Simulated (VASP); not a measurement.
# ZnS (F-43m) in VASP: notebook

One crystal, ZnS, is run at these levels: HSE06; tasks: single point.

Everything below comes from runs of VASP 6.6.1. Logs are shortened: lines on timing, memory, paths and dates and some standing lists are left out, and cuts for length are marked.

### 1 Starting point

Symmetry: F-43m, No. 216, cubic system. The conventional cell has a = 5.404 Å, b = 5.404 Å, c = 5.404 Å, α = 90.00°, β = 90.00°, γ = 90.00°. Zn (site symmetry -43m) has 4 S at 2.34 Å as nearest neighbours. Around S (site symmetry -43m) lie 4 Zn at 2.34 Å.

### 2 Single point, HSE06

File POSCAR:

```
ZnS
1.0
    0.0000000000      2.7020000000      2.7020000000
    2.7020000000      0.0000000000      2.7020000000
    2.7020000000      2.7020000000      0.0000000000
Zn S
1 1
Direct
    0.7500000000      0.7500000000      0.7500000000
    0.0000000000      0.0000000000      0.0000000000
```

File INCAR.step1:

```
PREC = Accurate
ENCUT = 400
EDIFF = 1E-5
ISMEAR = 0
SIGMA = 0.01
LREAL = False
LASPH = True
NELM = 100
ALGO = Normal
ISIF = 2
LWAVE = True
LCHARG = False
NKRED = 1
NBANDS = 17
GGA = PE
```

File INCAR.step2:

```
PREC = Accurate
ENCUT = 400
EDIFF = 1E-6
ISMEAR = 0
SIGMA = 0.01
LREAL = False
LASPH = True
NELM = 100
ALGO = Normal
ISIF = 2
LWAVE = False
LCHARG = False
GGA = PE
LHFCALC = True
HFSCREEN = 0.2
PRECFOCK = Normal
NKRED = 1
NBANDS = 17
ISTART = 1
```

File KPOINTS:

```
Automatic mesh
0
Gamma
  6 6 6
```

Potentials or basis: VASP PAW PBE potentials, release 64 (Zn, S).

Run with:

```bash
cat potpaw_PBE.64/Zn/POTCAR potpaw_PBE.64/S/POTCAR > POTCAR
cp INCAR.step1 INCAR
mpirun -np 1 vasp_std > vasp.out
cp INCAR.step2 INCAR
mpirun -np 1 vasp_std > vasp.out
```

OUTCAR:

```text
PREC = Accurate
   ENCUT = 400
   EDIFF = 1E-6
   ISMEAR = 0
   LREAL = False
   LASPH = True
   NELM = 100
   ISIF = 2
   GGA = PE
   LHFCALC = True
   HFSCREEN = 0.2
   PRECFOCK = Normal
   NKRED = 1
   ISTART = 1

 Found     16 irreducible k-points:

 Following reciprocal coordinates:
            Coordinates               Weight
  0.000000  0.000000  0.000000      1.000000
  0.166667  0.000000  0.000000      8.000000
  0.333333  0.000000  0.000000      8.000000
  0.500000  0.000000  0.000000      4.000000
  0.166667  0.166667  0.000000      6.000000
  0.333333  0.166667  0.000000     24.000000
   k-points           NKPTS =     16   k-points in BZ     NKDIM =    216   number of bands    NBANDS=     17
   number of dos      NEDOS =    301   number of ions     NIONS =      2
   total plane-waves  NPLWV =  21952
   dimension x,y,z NGX =    28 NGY =   28 NGZ =   28
   dimension x,y,z NGXF=    56 NGYF=   56 NGZF=   56
   ions per type =               1   1
   NGX,Y,Z   is equivalent  to a cutoff of  12.18, 12.18, 12.18 a.u.
   NGXF,Y,Z  is equivalent  to a cutoff of  24.36, 24.36, 24.36 a.u.
 SYSTEM =  unknown system
   PREC   = accura    normal or accurate (medium, high low for compatibility)
   ISTART =      1    job   : 0-new  1-cont  2-samecut
   ICHARG =      0    charge: 1-file 2-atom 10-const
   ISPIN  =      1    spin polarized calculation?
   LNONCOLLINEAR =      F non collinear calculations
   LSORBIT =      F    spin-orbit coupling
   LASPH  =      T    aspherical Exc in radial PAW
   ENCUT  =  400.0 eV  29.40 Ry    5.42 a.u.   6.23  6.23  6.23*2*pi/ulx,y,z
   NELM   =    100;   NELMIN=  2; NELMDL=  0     # of ELM steps
   EDIFF  = 0.1E-05   stopping-criterion for ELM
   LREAL  =      F    real-space projection
   EDIFFG = 0.1E-04   stopping-criterion for IOM
   NSW    =      0    number of steps for IOM
   IBRION =     -1    ionic relax: 0-MD 1-quasi-New 2-CG
   NFREE  =      0    steps in history (QN), initial steepest desc. (CG)
   ISIF   =      2    stress and relaxation
   ISYM   =      3    0-nonsym 1-usesym 2-fastsym
   POTIM  = 0.5000    time-step for ionic-motion
   TEBEG  =    0.0;   TEEND  =   0.0 temperature during run
   PSTRESS=    0.0 pullay stress
   NELECT =      18.0000    total number of electrons
   NUPDOWN=      -1.0000    fix difference up-down
   EMIN   =  10.00;   EMAX   =-10.00  energy-range for DOS
   EFERMI =   0.00;   METHOD = LEGACY
   ISMEAR =     0;   SIGMA  =   0.01  broadening in eV -4-tet -1-fermi 0-gaus
   EFERMI_NEDOS =   21; number of points for ismear=-14 and -15
   IALGO  =     38    algorithm
   IMIX   =      1    mixing-type and parameters
     AMIX     =   0.40;   BMIX     =  1.00
     AMIX_MAG =   1.60;   BMIX_MAG =  1.00
  volume/ion in A,a.u.               =      19.73       133.12
  Fermi-wavevector in a.u.,A,eV,Ry     =   1.260290  2.381602 21.610537  1.588330
  Thomas-Fermi vector in A             =   2.393807
   LORBIT       =      0    0 simple, 1 ext, 2 COOP (PROOUT), +10 PAW based schemes
   GGA     = PE    functional components
   LHFCALC =     T    Hartree Fock is set to
   PRECFOCK=normal    Normal, Fast or Accurate (Low or Medium for compatibility)
   ENCUT4O =  -1.0   cutoff for four orbital integrals eV
   NKREDX  =     1    reduce k-point grid by
   NKREDY  =     1    reduce k-point grid by
   NKREDZ  =     1    reduce k-point grid by
   AEXX    =    0.2500 exact exchange contribution
   HFSCREEN=    0.2000 screening length (either q_TF or 0.3 A-1)
   HFSCREENC=   0.2000 screening length for correlation (either q_TF or 0.3 A-1)
   ENCUTFOCK=  -1.0 apply spherical cutoff to Coloumb kernel
   IVDW    =     0    specifies the selected vdW correction
   LEPSILON=     F    determine dielectric tensor
   LRPA    =     F    only Hartree local field effects (RPA)
 non-spin polarized calculation
 Gauss-broadening in eV      SIGMA  =   0.01
  energy-cutoff  :      400.00
  volume of cell :       39.45
 maximum number of plane-waves:       725
 NGX is ok and might be reduce to    28
  NGX = 20; NGY = 20; NGZ = 20

 number of electron      18.0000000 magnetization

 Free energy of the ion-electron system (eV)
  ---------------------------------------------------
  ext. energy  EPLUGINS =         0.00000000
  ---------------------------------------------------
  free energy    TOTEN  =        -8.38903532 eV

  energy without entropy =       -8.38903532  energy(sigma->0) =       -8.38903532

 E-fermi :   1.5182     XC(G=0):  -7.9595

 val. band max:        1.3730104423   @ k =   0.0000   0.0000   0.0000
 cond. band min:       4.7165223408   @ k =   0.0000   0.0000   0.0000
 fundamental gap:      3.3435118984
 Fermi energy:         1.5182227722

 k-point     1 :       0.0000    0.0000    0.0000
  band No.  band energies     occupation
      1     -12.9561      2.00000
      2      -6.4768      2.00000
      3      -6.4768      2.00000
      4      -6.4768      2.00000
      5      -6.0317      2.00000
      6      -6.0317      2.00000
[... 9 lines left out ...]
     16      14.7777      0.00000
     17      17.3396      0.00000

 k-point     2 :       0.1667    0.0000    0.0000
  band No.  band energies     occupation
      1     -12.7380      2.00000
      2      -6.4436      2.00000
      3      -6.4436      2.00000
      4      -6.4377      2.00000
      5      -6.0334      2.00000
      6      -6.0334      2.00000
[... 9 lines left out ...]
     16      15.4823      0.00000
     17      17.1378      0.00000

 k-point     3 :       0.3333    0.0000    0.0000
  band No.  band energies     occupation
      1     -12.2477      2.00000
      2      -6.3886      2.00000
      3      -6.3886      2.00000
      4      -6.2022      2.00000
      5      -6.0223      2.00000
      6      -6.0223      2.00000
[... 9 lines left out ...]
     16      14.5902      0.00000
     17      20.3597      0.00000

 k-point     4 :       0.5000    0.0000    0.0000
  band No.  band energies     occupation
      1     -11.9680      2.00000
      2      -6.3690      2.00000
      3      -6.3690      2.00000
      4      -6.0068      2.00000
      5      -6.0068      2.00000
      6      -5.7961      2.00000
[... 9 lines left out ...]
     16      16.4009      0.00000
     17      18.5308      0.00000

 k-point     5 :       0.1667    0.1667    0.0000
  band No.  band energies     occupation
      1     -12.6652      2.00000
      2      -6.4668      2.00000
      3      -6.4115      2.00000
      4      -6.4115      2.00000
      5      -6.0550      2.00000
      6      -6.0148      2.00000
[... 9 lines left out ...]
     16      16.9955      0.00000
     17      18.4613      0.00000

 k-point     6 :       0.3333    0.1667    0.0000
  band No.  band energies     occupation
      1     -12.2618      2.00000
      2      -6.4019      2.00000
      3      -6.3467      2.00000
      4      -6.2947      2.00000
      5      -6.0414      2.00000
      6      -6.0009      2.00000
[... 9 lines left out ...]
     16      16.8141      0.00000
     17      19.7896      0.00000

 [... further k-points ...]

------------------------ aborting loop because EDIFF is reached ----------------------------------------

  FORCE on cell =-STRESS in cart. coord.  units (eV):
  Direction    XX          YY          ZZ          XY          YZ          ZX
  --------------------------------------------------------------------------------------
  -------------------------------------------------------------------------------------
  Total        0.1483832      0.1483832      0.1483832      0.0000000      0.0000000      0.0000000
  in kB        6.0257255      6.0257255      6.0257255      0.0000000      0.0000000      0.0000000
  external PRESSURE =       6.0257255 kB  Pullay stress =       0.0000000 kB

 VOLUME and BASIS-vectors are now :
 -----------------------------------------------------------------------------
  energy-cutoff  :      400.00
  volume of cell :       39.45
      direct lattice vectors                 reciprocal lattice vectors
     0.000000000  2.702000000  2.702000000    -0.185048113  0.185048113  0.185048113
     2.702000000  0.000000000  2.702000000     0.185048113 -0.185048113  0.185048113
     2.702000000  2.702000000  0.000000000     0.185048113  0.185048113 -0.185048113

 POSITION                                       TOTAL-FORCE (eV/Angst)
 -----------------------------------------------------------------------------------
      4.05300      4.05300      4.05300        -0.000000     -0.000000      0.000000
      0.00000      0.00000      0.00000         0.000000      0.000000     -0.000000
 -----------------------------------------------------------------------------------
    total drift:                                0.000166      0.000120      0.000099

  FREE ENERGIE OF THE ION-ELECTRON SYSTEM (eV)
  ---------------------------------------------------
  free  energy   TOTEN  =        -8.3890353176 eV

  energy  without entropy=       -8.3890353176  energy(sigma->0) =       -8.38903532
```

OUTCAR.step1:

```text
PREC = Accurate
   ENCUT = 400
   EDIFF = 1E-5
   ISMEAR = 0
   LREAL = False
[... 234 lines left out ...]
      4.05300      4.05300      4.05300        -0.000000     -0.000000     -0.000000
      0.00000      0.00000      0.00000         0.000000      0.000000      0.000000
 -----------------------------------------------------------------------------------
    total drift:                                0.000001      0.000001      0.000001

  FREE ENERGIE OF THE ION-ELECTRON SYSTEM (eV)
  ---------------------------------------------------
  free  energy   TOTEN  =        -6.8427677085 eV

  energy  without entropy=       -6.8427677085  energy(sigma->0) =       -6.84276771
```

Wall time 19 min (1 thread of AMD EPYC 9R45 (Zen 5), shared host); peak memory 0.23 GiB.

These settings aren't checked as converged: the numbers below hold their error.

Results:

- Free energy: -8.3890 eV
- Pressure: 0.6 GPa
- Band gap on the k mesh: 3.34 eV, direct

Caveat: the PAW data sets were made with another functional, which shifts forces and pressure a little.

### 3 Single point, HSE06

POSCAR is that of step 2.

INCAR.step1, as its differences from that of step 2:

```diff
@@ -1,3 +1,3 @@
 PREC = Accurate
-ENCUT = 400
+ENCUT = 280
 EDIFF = 1E-5
```

INCAR.step2, as its differences from that of step 2:

```diff
@@ -1,3 +1,3 @@
 PREC = Accurate
-ENCUT = 400
+ENCUT = 280
 EDIFF = 1E-6
@@ -15,3 +15,3 @@
 HFSCREEN = 0.2
-PRECFOCK = Normal
+PRECFOCK = Fast
 NKRED = 1
```

File KPOINTS:

```
Automatic mesh
0
Gamma
  5 5 5
```

Potentials or basis: VASP PAW PBE potentials, release 64 (Zn, S).

Run with:

```bash
cat potpaw_PBE.64/Zn/POTCAR potpaw_PBE.64/S/POTCAR > POTCAR
cp INCAR.step1 INCAR
mpirun -np 1 vasp_std > vasp.out
cp INCAR.step2 INCAR
mpirun -np 1 vasp_std > vasp.out
```

Run time: 2.7 min. Hardware: 1 thread of AMD EPYC 9R45 (Zen 5), shared host; peak memory 0.2 GiB.

These settings aren't checked as converged: the numbers below hold their error.

What came out:

| Item | Value |
| --- | --- |
| Free energy | -8.3714 eV |
| Band gap on the k mesh | 3.34 eV, direct |

Caveat: the cutoff is under 1.25 times the usual one of these potentials, so pressure, stress and relaxed cells hold a basis-set (Pulay) error; the PAW data sets were made with another functional, which shifts forces and pressure a little.

### 4 Single point, HSE06

POSCAR is that of step 3.

INCAR.step1, as its differences from that of step 3:

```diff
@@ -1,3 +1,3 @@
 PREC = Accurate
-ENCUT = 280
+ENCUT = 400
 EDIFF = 1E-5
@@ -12,3 +12,3 @@
 LCHARG = False
-NKRED = 1
+NKRED = 3
 NBANDS = 17
```

INCAR.step2, as its differences from that of step 3:

```diff
@@ -1,3 +1,3 @@
 PREC = Accurate
-ENCUT = 280
+ENCUT = 400
 EDIFF = 1E-6
@@ -16,3 +16,3 @@
 PRECFOCK = Fast
-NKRED = 1
+NKRED = 3
 NBANDS = 17
```

File KPOINTS:

```
Automatic mesh
0
Gamma
  3 3 3
```

Potentials or basis: VASP PAW PBE potentials, release 64 (Zn, S).

Run with:

```bash
cat potpaw_PBE.64/Zn/POTCAR potpaw_PBE.64/S/POTCAR > POTCAR
cp INCAR.step1 INCAR
mpirun -np 1 vasp_std > vasp.out
cp INCAR.step2 INCAR
mpirun -np 1 vasp_std > vasp.out
```

OUTCAR:

```text
PREC = Accurate
   ENCUT = 400
   EDIFF = 1E-6
   ISMEAR = 0
   LREAL = False
   LASPH = True
   NELM = 100
   ISIF = 2
   GGA = PE
   LHFCALC = True
   HFSCREEN = 0.2
   PRECFOCK = Fast
   NKRED = 3
   ISTART = 1

 Found      4 irreducible k-points:

 Following reciprocal coordinates:
            Coordinates               Weight
  0.000000  0.000000  0.000000      1.000000
  0.333333  0.000000  0.000000      8.000000
  0.333333  0.333333  0.000000      6.000000
 -0.333333  0.333333  0.000000     12.000000
   k-points           NKPTS =      4   k-points in BZ     NKDIM =     27   number of bands    NBANDS=     17
   number of dos      NEDOS =    301   number of ions     NIONS =      2
   total plane-waves  NPLWV =  21952
   dimension x,y,z NGX =    28 NGY =   28 NGZ =   28
   dimension x,y,z NGXF=    56 NGYF=   56 NGZF=   56
   ions per type =               1   1
   NGX,Y,Z   is equivalent  to a cutoff of  12.18, 12.18, 12.18 a.u.
   NGXF,Y,Z  is equivalent  to a cutoff of  24.36, 24.36, 24.36 a.u.
 SYSTEM =  unknown system
   PREC   = accura    normal or accurate (medium, high low for compatibility)
   ISTART =      1    job   : 0-new  1-cont  2-samecut
   ICHARG =      0    charge: 1-file 2-atom 10-const
   ISPIN  =      1    spin polarized calculation?
   LNONCOLLINEAR =      F non collinear calculations
[... 62 lines left out ...]
 E-fermi :   0.6010     XC(G=0):  -7.9668

 val. band max:        0.4859819949   @ k =   0.0000   0.0000   0.0000
 cond. band min:       5.1251996037   @ k =   0.0000   0.0000   0.0000
 fundamental gap:      4.6392176088
 Fermi energy:         0.6009559991

 k-point     1 :       0.0000    0.0000    0.0000
  band No.  band energies     occupation
      1     -13.1114      2.00000
      2      -6.7101      2.00000
      3      -6.7101      2.00000
      4      -6.7101      2.00000
      5      -6.1676      2.00000
      6      -6.1676      2.00000
[... 57 lines left out ...]
      4      -6.2361      2.00000
      5      -6.1997      2.00000
      6      -5.8883      2.00000
[... 9 lines left out ...]
     16      19.6317      0.00000
     17      20.2851      0.00000

------------------------ aborting loop because EDIFF is reached ----------------------------------------

  FORCE on cell =-STRESS in cart. coord.  units (eV):
  Direction    XX          YY          ZZ          XY          YZ          ZX
  --------------------------------------------------------------------------------------
  -------------------------------------------------------------------------------------
  Total       -0.8678808     -0.8678808     -0.8678808      0.0000000      0.0000000      0.0000000
  in kB      -35.2439554    -35.2439554    -35.2439554      0.0000000      0.0000000      0.0000000
  external PRESSURE =     -35.2439554 kB  Pullay stress =       0.0000000 kB

 VOLUME and BASIS-vectors are now :
 -----------------------------------------------------------------------------
  energy-cutoff  :      400.00
  volume of cell :       39.45
      direct lattice vectors                 reciprocal lattice vectors
     0.000000000  2.702000000  2.702000000    -0.185048113  0.185048113  0.185048113
     2.702000000  0.000000000  2.702000000     0.185048113 -0.185048113  0.185048113
     2.702000000  2.702000000  0.000000000     0.185048113  0.185048113 -0.185048113

 POSITION                                       TOTAL-FORCE (eV/Angst)
 -----------------------------------------------------------------------------------
      4.05300      4.05300      4.05300         0.000000     -0.000000      0.000000
      0.00000      0.00000      0.00000        -0.000000      0.000000     -0.000000
 -----------------------------------------------------------------------------------
    total drift:                                0.000547      0.000705      0.000341

  FREE ENERGIE OF THE ION-ELECTRON SYSTEM (eV)
  ---------------------------------------------------
  free  energy   TOTEN  =       -10.2177621912 eV

  energy  without entropy=      -10.2177621912  energy(sigma->0) =      -10.21776219
```

Wall time 11 s (1 thread of AMD EPYC 9R45 (Zen 5), shared host); peak memory 0.21 GiB.

These settings aren't checked as converged: the numbers below hold their error.

Results:

| Item | Value |
| --- | --- |
| Free energy | -10.2178 eV |
| Pressure | -3.5 GPa |
| Band gap on the k mesh | 4.64 eV, direct |

Caveat: the k mesh is coarse (spacing up to 0.67 Å⁻¹), so the values aren't converged, least of all with exact exchange; the PAW data sets were made with another functional, which shifts forces and pressure a little.
